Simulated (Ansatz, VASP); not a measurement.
# One calculation of CdTe, two programs

```
CELL_PARAMETERS angstrom
0.00000 3.24467 3.24467
3.24467 0.00000 3.24467
3.24467 3.24467 0.00000
ATOMIC_POSITIONS crystal
Cd 0.00000 0.00000 0.00000
Te 0.25000 0.25000 0.25000
```

Alike in both runs: functional PBEsol; k mesh 8 × 8 × 8; no spin polarisation.

Ansatz relaxed the structure, and its values are those at the end. VASP's run is a single point on that final structure, the one shown.

```csv
,VASP,Ansatz
version,VASP 6.6.1,Ansatz 0.2.0
potentials or method,"VASP PAW PBE potentials, release 64 (Cd, Te)","scalar-relativistic, plane waves, PAW"
plane-wave cutoff (eV),520,420
occupations,"gaussian, width 0.01 eV",fixed
valence electrons in the cell,18,36
```

|  | VASP | Ansatz | Ansatz less VASP |
| --- | --- | --- | --- |
| gap on the k mesh at the Fermi level (eV) | 0.65 | 0.65 | -0.002 |
| least direct gap on the mesh (eV) | 0.65 | 0.65 | -0.002 |
| pressure (GPa) | 0.2 | 0.0 | -0.16 |

The two sets of potentials don't hold the same shells in valence.

Caveats: the PAW data sets were made with another functional, which shifts forces and pressure a little (VASP); spin-orbit coupling is left out, which moves the levels of the heavy elements.
